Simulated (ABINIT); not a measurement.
Input of an ABINIT 10.8.3 (patched build) run:

File run.abi:

```
# Pseudopotentials
pp_dirpath "./"
pseudos "Mo.GGA_PBE-JTH.xml, Se.GGA_PBE-JTH.xml"

# Structure
acell 6.2134194978 6.2134194977 24.3774670077
rprim
     1.0000000000     0.0000000000     0.0000000000
    -0.5000000000     0.8660254038     0.0000000000
     0.0000000000     0.0000000000     1.0000000000
ntypat 2
znucl 42 34
natom 6
typat 1 1 2 2 2 2
xred
     0.6666666667     0.3333333333     0.7500000000
     0.3333333333     0.6666666667     0.2500000000
     0.6666666667     0.3333333333     0.3750000000
     0.3333333333     0.6666666667     0.8750000000
     0.6666666667     0.3333333333     0.1250000000
     0.3333333333     0.6666666667     0.6250000000

# Plane-wave basis
ecut 408.170794 eV
pawecutdg 30.0

# k points
kptopt 1
ngkpt 7 7 2
nshiftk 1
shiftk 0.0 0.0 0.0

# Exchange and correlation
ixc 11

# Bands and occupations
nband 32
occopt 3
tsmear 0.00183747

# SCF cycle
nstep 100
tolvrs 1.0e-9

# Output
iomode 3
prtwf 0
prteig 0
prtebands 0
prtden 1
prtvha 1
prtvclmb 1
prtpot 1
```

Potentials or basis: JTH PAW PBE v2.0.

Run with:

```bash
$ abinit run.abi > log 2>&1
```

(1) Estimate the largest force.

(2) Estimate the band gap on the k mesh.

(3) Predict the pressure.

Results:

(1) 1.137 eV/Å.

(2) 1.02 eV, indirect (least direct gap 1.76 eV).

(3) 8.3 GPa.

Caveat: an odd mesh through Γ misses points on the zone boundary, where band edges often lie; the cell's inner coordinates are idealised or old, which leaves forces on the atoms; this functional lacks dispersion, which binds the layers, so the pressure and a relaxed spacing across them are unreliable.
